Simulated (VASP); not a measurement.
# Tl (P6_3/mmc) in VASP: settings compared

One crystal, Tl, is run at these levels: BLYP, PW91+D4, optB86b-vdW, revPBE; tasks: density of states, optical spectrum, band structure.

All numbers are computed with VASP 6.6.1; they aren't measurements. Logs are shortened: lines on timing, memory, paths and dates and some standing lists are left out, and cuts for length are marked.

### Step 1. Starting point

The structure is hexagonal, space group P6_3/mmc (No. 194). The conventional cell has a = 3.456 Å, b = 3.456 Å, c = 5.525 Å, α = 90.00°, β = 90.00°, γ = 120.00°. Tl (site symmetry -6m2) has 12 Tl at 3.41 to 3.46 Å as nearest neighbours.

### Step 2. Density of states, BLYP, spin-orbit coupling, no magnetisation (cell strained at random at fixed volume)

Contents of run.py:

```python
from ase import Atoms
from ase.calculators.vasp import Vasp
from ase.dft.dos import DOS

atoms = Atoms(
    ['Tl', 'Tl'],
    cell=[[3.403275, 0.041719, -0.003762], [-1.665507, 3.02462, -0.032431], [-0.006015, -0.063339, 5.515405]],
    scaled_positions=[[0.6666666667, 0.3333333333, 0.75], [0.3333333333, 0.6666666667, 0.25]],
    pbc=True,
)
calc = Vasp(
    directory='calc',
    xc='blyp',
    pp='PBE',
    setups='minimal',
    pp_version='54',
    prec='Accurate',
    encut=450,
    ediff=1e-06,
    ismear=1,
    sigma=0.2,
    lreal=False,
    lasph=True,
    nelm=80,
    algo='Normal',
    isif=2,
    lwave=False,
    lcharg=False,
    lorbit=11,
    lsorbit=True,
    gga_compat=False,
    amix=0.2,
    kpts=[7, 7, 4],
    gamma=True,
)
atoms.calc = calc

print('energy (eV):', atoms.get_potential_energy())
print('free energy (eV):', atoms.get_potential_energy(force_consistent=True))
print('forces (eV/A):')
print(atoms.get_forces())
print('stress (eV/A^3, Voigt):', atoms.get_stress())
print('Fermi level (eV):', calc.get_fermi_level())
dos = DOS(calc, width=0.05, window=(-10, 10), npts=301)
print('E - E_F (eV), DOS (1/eV)')
for e, g in zip(dos.get_energies(), dos.get_dos()):
    print(f'{e:8.3f} {g:10.4f}')
```

Potentials or basis: VASP PAW PBE potentials, release 54 (Tl).

Command:

```
> python run.py
```

Log:

```text
energy (eV): -3.41904348
free energy (eV): -3.41982221
forces (eV/A):
[[ 0.0298611  -0.05459205  0.00026819]
 [-0.0298611   0.05459205 -0.00026819]]
stress (eV/A^3, Voigt): [-0.0391369  -0.04217083 -0.04483451  0.002795    0.0007699  -0.00010012]
Fermi level (eV): 5.01548651
E - E_F (eV), DOS (1/eV)
 -10.000     0.1208
  -9.933     0.1739
  -9.867     0.0071
  -9.800     0.0000
  -9.733     0.0022
  -9.667     0.2584
[... 293 lines left out ...]
   9.933     0.0000
  10.000     0.0000
```

Wall time 64 s (1 thread of Intel Xeon 6975P-C (Granite Rapids), shared host); peak memory 0.31 GiB.

Results:

```
Free energy                                           : -3.4198 eV
Pressure                                              : 6.7 GPa
Largest force                                         : 0.062 eV/Å
Valence electrons inside the program's atomic spheres : Tl 2.50
```

Forces on the atoms (eV/Å):
```
Tl   0.030 -0.055  0.000
Tl  -0.030  0.055  0.000
```

Caveat: the PAW data sets were made with another functional, which shifts forces and pressure a little.

### Step 3. Density of states, PW91+D4

Contents of run.py:

```python
from ase.calculators.vasp import Vasp
from ase.dft.dos import DOS
from ase.spacegroup import crystal

atoms = crystal(
    ['Tl'],
    basis=[[0.6666666667, 0.3333333333, 0.75]],
    spacegroup=194,
    setting=1,
    cellpar=[3.456, 3.456, 5.525, 90.0, 90.0, 120.0],
    primitive_cell=True,
)
calc = Vasp(
    directory='calc',
    pp='PBE',
    setups='minimal',
    prec='Accurate',
    encut=500,
    ediff=1e-07,
    ismear=1,
    sigma=0.2,
    lreal=False,
    lasph=True,
    nelm=100,
    algo='Normal',
    isif=2,
    lwave=False,
    lcharg=False,
    gga='91',
    ivdw=13,
    vdw_s6=1.0,
    vdw_s8=0.77283111,
    vdw_a1=0.39581542,
    vdw_a2=4.93405761,
    lorbit=10,
    kpts=[9, 9, 5],
    gamma=True,
)
atoms.calc = calc

print('energy (eV):', atoms.get_potential_energy())
print('free energy (eV):', atoms.get_potential_energy(force_consistent=True))
print('forces (eV/A):')
print(atoms.get_forces())
print('stress (eV/A^3, Voigt):', atoms.get_stress())
print('Fermi level (eV):', calc.get_fermi_level())
dos = DOS(calc, width=0.1, window=(-10, 10), npts=301)
print('E - E_F (eV), DOS (1/eV)')
for e, g in zip(dos.get_energies(), dos.get_dos()):
    print(f'{e:8.3f} {g:10.4f}')
```

Potentials or basis: VASP PAW PBE potentials, release 64 (Tl).

Command:

```
> python run.py
```

Wall time 11 s (1 thread of Intel Xeon 6975P-C (Granite Rapids), shared host); peak memory 0.18 GiB.

It converged, with:

* Free energy: -5.0756 eV
* Pressure: 1.7 GPa
* Band gap on the k mesh: none (metal or under the smearing width)
* Valence electrons inside the program's atomic spheres: Tl 2.42
* Dispersion energy per atom: -0.295 eV

Stress tensor (GPa, compression positive):
```
1.15 0.00 0.00
0.00 1.15 0.00
0.00 0.00 2.80
```

Levels at points of the mesh, in eV from the Fermi level:
| k point | band 1 | band 2 | band 3 | band 4 | band 5 | band 6 | band 7 |
| --- | --- | --- | --- | --- | --- | --- | --- |
| (0.00, 0.00, 0.00) | -10.03 | -5.21 | -2.86 | 7.83 | 7.83 | 9.22 | 9.22 |

States per cell in windows of 1 eV (zero at the Fermi level; states under -8 eV left out):
```tsv
from (eV)	total	Tl1_p	Tl2_p	Tl1_s	Tl2_s	Tl1_d	Tl2_d
-8.0	0.50	0.02	0.02	0.18	0.18	0.00	0.00
-7.0	0.70	0.03	0.03	0.25	0.25	0.00	0.00
-6.0	0.74	0.03	0.03	0.28	0.28	0.01	0.01
-5.0	1.10	0.03	0.03	0.45	0.45	0.01	0.01
-4.0	0.33	0.01	0.01	0.15	0.15	0.00	0.00
-3.0	0.16	0.05	0.05	0.00	0.00	0.00	0.00
-2.0	0.75	0.21	0.21	0.03	0.03	0.01	0.01
-1.0	0.97	0.27	0.27	0.06	0.06	0.02	0.02
0.0	0.85	0.25	0.25	0.05	0.05	0.03	0.03
1.0	1.13	0.36	0.36	0.06	0.06	0.06	0.06
2.0	0.90	0.30	0.30	0.04	0.04	0.06	0.06
3.0	1.30	0.46	0.46	0.03	0.03	0.13	0.13
4.0	1.31	0.49	0.49	0.03	0.03	0.16	0.16
5.0	1.12	0.43	0.43	0.02	0.02	0.17	0.17
6.0	0.80	0.32	0.32	0.01	0.01	0.15	0.15
7.0	0.40	0.16	0.16	0.01	0.01	0.10	0.10
```

Caveat: the PAW data sets were made with another functional, which shifts forces and pressure a little; pairwise dispersion overbinds metals, which lowers pressure and volume. Spin-orbit coupling is left out, which matters for the levels of Tl.

### Step 4. Optical spectrum, optB86b-vdW, spin-orbit coupling, no magnetisation

Contents of INCAR:

```
PREC = Accurate
ENCUT = 500
EDIFF = 1E-7
ISMEAR = 1
SIGMA = 0.2
LREAL = F
LASPH = T
NELM = 100
ALGO = Normal
ISIF = 2
LWAVE = F
LCHARG = F
MAGMOM = 0 0 0 0 0 0
LORBIT = 11
LSORBIT = T
GGA_COMPAT = F
GGA = MK
LUSE_VDW = T
AGGAC = 0.0
PARAM1 = 0.1234
PARAM2 = 1.0
LOPTICS = T
NBANDS = 102
NEDOS = 2000
CSHIFT = 0.1
```

Contents of KPOINTS:

```
Automatic mesh
0
Gamma
  7 7 4
```

Contents of POSCAR:

```
Tl
3.456
    1.000000000000      0.000000000000      0.000000000000
   -0.500000000000      0.866025403791      0.000000000000
    0.000000000000      0.000000000000      1.598668981481
Tl
2
Direct
    0.6666666667      0.3333333333      0.7500000000
    0.3333333333      0.6666666667      0.2500000000
```

Potentials or basis: VASP PAW PBE potentials, release 54 (Tl).

Command:

```
> cat potpaw_PBE.54/Tl/POTCAR > POTCAR
> mpirun -np 1 vasp_ncl > vasp.out
```

OUTCAR:

```text
PREC = Accurate
   ENCUT = 500
   EDIFF = 1E-7
   ISMEAR = 1
   LREAL = F
   LASPH = T
   NELM = 100
   ISIF = 2
   LORBIT = 11
   LSORBIT = T
   GGA = MK

 ion  position               nearest neighbor table
   1  0.667  0.333  0.750-   2 3.41   2 3.41   2 3.41   2 3.41   2 3.41   2 3.41
   2  0.333  0.667  0.250-   1 3.41   1 3.41   1 3.41   1 3.41   1 3.41   1 3.41

  LATTYP: Found a hexagonal cell.
 ALAT       =     3.4560000000
 C/A-ratio  =     1.5986689815

  Lattice vectors:

 A1 = (   3.4560000000,   0.0000000000,   0.0000000000)
 A2 = (  -1.7280000000,   2.9929837955,   0.0000000000)
[... 1199 lines left out ...]
    -0.0001602    -0.0000270     0.0000000    -0.0000270     0.0000000
 l=   3
     0.0000000     0.0000000     0.0000000     0.0000000     0.0000000     0.0000000     0.0000000
     0.0000000     0.0000000     0.0000000     0.0000000     0.0000000     0.0000000     0.0000000
     0.0000000     0.0000000     0.0000000     0.0000000     0.0000000     0.0000000     0.0000000
     0.0000000     0.0000000     0.0000000     0.0000000     0.0000000     0.0000000     0.0000000
     0.0000000     0.0000000     0.0000000     0.0000000     0.0000000     0.0000000     0.0000000
     0.0000000     0.0000000     0.0000000     0.0000000     0.0000000     0.0000000     0.0000000
     0.0000000     0.0000000     0.0000000     0.0000000     0.0000000     0.0000000     0.0000000

 total charge

# of ion       s       p       d       tot
------------------------------------------
    1        1.637   0.763   0.071   2.470
    2        1.637   0.763   0.071   2.470
--------------------------------------------------
tot          3.273   1.526   0.141   4.941

 magnetization (x)

# of ion       s       p       d       tot
------------------------------------------
    1        0.000   0.000   0.000   0.000
    2        0.000  -0.000   0.000  -0.000
--------------------------------------------------
tot          0.000  -0.000   0.000  -0.000

 magnetization (y)

# of ion       s       p       d       tot
------------------------------------------
    1        0.000   0.000   0.000   0.000
    2        0.000   0.000   0.000   0.000
--------------------------------------------------
tot          0.000   0.000   0.000   0.000

 magnetization (z)

# of ion       s       p       d       tot
------------------------------------------
    1        0.000   0.000   0.000   0.000
    2        0.000   0.000   0.000   0.000
--------------------------------------------------
tot          0.000   0.000   0.000   0.000
```

stdout:

```text
POSCAR found type information on POSCAR Tl
 POSCAR found :  1 types and       2 ions
 scaLAPACK will be used
 -----------------------------------------------------------------------------
|                                                                             |
|                                                                             |
|     You have switched on vdW-DFT.                                           |
|     This routine was written and supplied by Jiri Klimes. We recommend      |
[... 19 lines left out ...]
 FFT: planning ... GRIDC
 FFT: planning ... GRID_SOFT
 FFT: planning ... GRID
 WAVECAR not read
 entering main loop
 optical routines
 imaginary and real dielectric function
 recalculating local potential from charge density
 direction            1
 direction            2
 direction            3
```

Run time: 2.9 min. Hardware: 1 thread of AMD EPYC 9R45 (Zen 5), shared host; peak memory 0.61 GiB.

Results:

```
Free energy                                           : -0.3707 eV
Pressure                                              : 0.9 GPa
Valence electrons inside the program's atomic spheres : Tl 2.47
```

Stress tensor (GPa, compression positive):
```
0.45 0.00 0.00
0.00 0.45 0.00
0.00 0.00 1.83
```

Dielectric function (mean over the directions given):
```
energy (eV)  real part  imaginary part
       0.28    -114.21          266.22
       0.93     -33.83           73.53
       1.58       0.24           26.93
       2.23     -11.03           15.43
       2.98      -4.84            6.89
       3.63      -3.89            3.55
       4.28      -4.07            3.57
       4.93      -1.05            3.83
       5.68      -2.21            2.55
       6.33      -2.92            2.51
       6.98      -1.94            1.46
       7.73      -1.27            0.94
       8.38      -1.10            0.73
       9.03      -0.82            0.44
       9.68      -0.61            0.43
      10.43      -0.28            0.25
      11.08       0.01            0.27
      11.73      -0.07            0.38
      12.38      -0.02            0.20
      13.12       0.24            0.16
      13.78       0.23            0.22
      14.43       0.25            0.15
      15.17       0.38            0.12
      15.82       0.45            0.12
      16.48       0.45            0.13
      17.13       0.53            0.11
      17.87       0.54            0.11
      18.52       0.58            0.06
      19.17       0.63            0.11
      19.92       0.60            0.09
```

Caveat: spectra need much finer meshes, so this one isn't converged; independent-particle spectra lack excitons; the PAW data sets were made with another functional, which shifts forces and pressure a little.

### Step 5. Band structure, revPBE

Contents of run.py:

```python
from ase.calculators.vasp import Vasp
from ase.dft.bandgap import bandgap
from ase.spacegroup import crystal

atoms = crystal(
    ['Tl'],
    basis=[[0.6666666667, 0.3333333333, 0.75]],
    spacegroup=194,
    setting=1,
    cellpar=[3.456, 3.456, 5.525, 90.0, 90.0, 120.0],
    primitive_cell=True,
)
calc = Vasp(
    directory='calc',
    xc='revpbe',
    pp='PBE',
    setups='minimal',
    prec='Accurate',
    encut=500,
    ediff=1e-06,
    ismear=1,
    sigma=0.2,
    lreal=False,
    lasph=True,
    nelm=80,
    algo='Normal',
    isif=2,
    lwave=False,
    lcharg=True,
    kpts=[9, 9, 5],
    gamma=True,
    nbands=10,
)
atoms.calc = calc

print('energy (eV):', atoms.get_potential_energy())
print('free energy (eV):', atoms.get_potential_energy(force_consistent=True))
efermi = calc.get_fermi_level()
print('Fermi level (eV):', efermi)
path = atoms.cell.bandpath(npoints=40, eps=1e-4)
print('path:', path.path)
calc.set(kpts=path.kpts, reciprocal=True, icharg=11, isym=0, lcharg=False)
calc.calculate(atoms)
print('gap on the path (eV):', bandgap(calc, efermi=efermi)[0])
print('direct gap on the path (eV):', bandgap(calc, efermi=efermi, direct=True)[0])
```

Potentials or basis: VASP PAW PBE potentials, release 64 (Tl).

Command:

```
> python run.py
```

Wall time 24 s (1 thread of AMD EPYC 9R45 (Zen 5), shared host); peak memory 0.14 GiB.

The run converged. Its results:

| Property | Result |
| --- | --- |
| Band gap along the path | none (metal or under the smearing width) |

Levels at the corners of the path, in eV from the Fermi level:
| point | band 1 | band 2 | band 3 | band 4 | band 5 | band 6 |
| --- | --- | --- | --- | --- | --- | --- |
| Γ | -10.03 | -5.24 | -2.85 | 7.84 | 7.84 | 9.12 |
| M | -5.90 | -4.70 | -0.67 | 0.54 | 1.38 | 3.75 |
| K | -4.61 | -4.61 | -1.33 | 1.81 | 1.81 | 2.83 |
| Γ | -10.03 | -5.24 | -2.85 | 7.84 | 7.84 | 9.12 |
| A | -8.64 | -8.64 | 3.37 | 3.37 | 8.80 | 8.80 |
| L | -4.79 | -4.79 | -2.29 | -2.29 | 5.53 | 5.53 |
| H | -4.09 | -4.09 | -0.91 | -0.91 | 0.22 | 0.22 |
| A | -8.64 | -8.64 | 3.37 | 3.37 | 8.80 | 8.80 |
| L | -4.79 | -4.79 | -2.29 | -2.29 | 5.53 | 5.53 |
| M | -5.90 | -4.70 | -0.67 | 0.54 | 1.38 | 3.75 |
| K | -4.61 | -4.61 | -1.33 | 1.81 | 1.81 | 2.83 |
| H | -4.09 | -4.09 | -0.91 | -0.91 | 0.22 | 0.22 |

Caveat: the log is that of the step along the path at fixed density, whose energy, stress, charges and moments have no meaning; the PAW data sets were made with another functional, which shifts forces and pressure a little; spin-orbit coupling is left out, which moves the levels of the heavy elements.

### Step 6. For comparison

An earlier run on the cell as given: functional PBE; potentials or basis VASP PAW PBE potentials, release 64 (Tl_d); cutoff 520 eV; k mesh 9 × 9 × 5; occupations fermi-dirac, width 0.05 eV; no spin polarisation.

* Pressure: 3.4 GPa
* Band gap on the k mesh: none (metal or under the smearing width)

### Step 7. The runs side by side

```tsv
task	level	potentials or basis	spin	cell	k mesh	cutoff (eV)	smearing	other keys	gap on the mesh (eV)	pressure (GPa)
density of states	BLYP	VASP PAW PBE potentials, release 54 (Tl)	SOC, no magnetisation	cell strained at random at fixed volume	7 × 7 × 4	450	methfessel-paxton 0.2 eV	ENCUT = 450; AMIX = 0.2	-	6.7
density of states	PW91+D4	VASP PAW PBE potentials, release 64 (Tl)	off	as given	9 × 9 × 5	500	methfessel-paxton 0.2 eV	-	none	1.7
optical spectrum	optB86b-vdW	VASP PAW PBE potentials, release 54 (Tl)	SOC, no magnetisation	as given	7 × 7 × 4	500	methfessel-paxton 0.2 eV	-	-	0.9
band structure	revPBE	VASP PAW PBE potentials, release 64 (Tl)	off	as given	9 × 9 × 5	500	methfessel-paxton 0.2 eV	-	-	-
single point	PBE	VASP PAW PBE potentials, release 64 (Tl_d)	off	as given	9 × 9 × 5	520	fermi-dirac 0.05 eV	-	none	3.4
```

Caveats: the PAW data sets were made with another functional, which shifts forces and pressure a little (some runs); pairwise dispersion overbinds metals, which lowers pressure and volume (some runs); spectra need much finer meshes, so this one isn't converged (some runs); independent-particle spectra lack excitons (some runs); spin-orbit coupling is left out, which moves the levels of the heavy elements (some runs).

Absolute energies hang on the potentials; compare differences alone.
